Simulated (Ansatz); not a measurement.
## 67Zn NMR of the central transition in ZnS under strain

Cell: an entry of the Crystallography Open Database (COD), relaxed with PBE at fixed cell and then changed (z compressed by 3 %, ions relaxed).

```
CELL_PARAMETERS angstrom
0.00000 2.70725 2.62603
2.70725 0.00000 2.62603
2.70725 2.70725 0.00000
ATOMIC_POSITIONS crystal
Zn 0.00000 0.00000 0.00000
S 0.25000 0.25000 0.25000
```

Sites (sets of like atoms) are named by element and the number of their first atom in this list.

All values are calculated (Ansatz; DFT, PBE, plane waves and PAW, scalar-relativistic, 420 eV cutoff, Γ-centred 14×14×14 k-points, Fermi–Dirac smearing 0.02 eV), not measured.

67Zn has I = 5/2 and Q = 122.0 mb (Pyykkö 2018); at 23.5 T its Larmor frequency is ν₀ = 62.7 MHz. Only the quadrupole interaction is simulated: positions count from each site's isotropic chemical shift, and J coupling is left out, as are shift anisotropy and dipolar coupling, which fast spinning averages.

Simulated pattern of one Zn site (fast magic-angle spinning, Gaussian broadening 0.02 kHz):

(offset (kHz), height): (-0.7315, 0), (-0.7100, 1), (-0.6884, 4), (-0.6669, 5), (-0.6454, 4), (-0.6238, 5), (-0.6023, 5), (-0.5807, 5), (-0.5592, 5), (-0.5377, 5), (-0.5161, 5), (-0.4946, 6), (-0.4730, 6), (-0.4515, 28), (-0.4299, 77), (-0.4084, 51), (-0.3869, 41), (-0.3653, 36), (-0.3438, 34), (-0.3222, 33), (-0.3007, 32), (-0.2792, 32), (-0.2576, 32), (-0.2361, 34), (-0.2145, 35), (-0.1930, 38), (-0.1714, 42), (-0.1499, 49), (-0.1284, 67), (-0.1068, 100), (-0.0853, 19), (-0.0637, 0)

Question: Which |C_Q| and η does the pattern imply?

Answer: The pattern spans 0.603 kHz before broadening and its centre of gravity is at -0.281 kHz, which fixes P_Q; the places of the horns and steps fix η. That gives P_Q = 1.72 MHz, |C_Q| = 1.72 MHz and η = 0.00. The sign of C_Q can't be read from the pattern.

An axis of threefold or higher order runs through Zn, so V_zz lies along it and η is zero.

The relaxation (1 step) took 8.4 s of wall time (8.4 s of CPU time) and 0.52 GiB at its peak, on 1 thread of Intel Xeon 6975P-C (Granite Rapids) (x86_64; 16 cores open to the job, memory cap 3.0 GiB, no GPU), a shared host with a load of 0.6 a core.
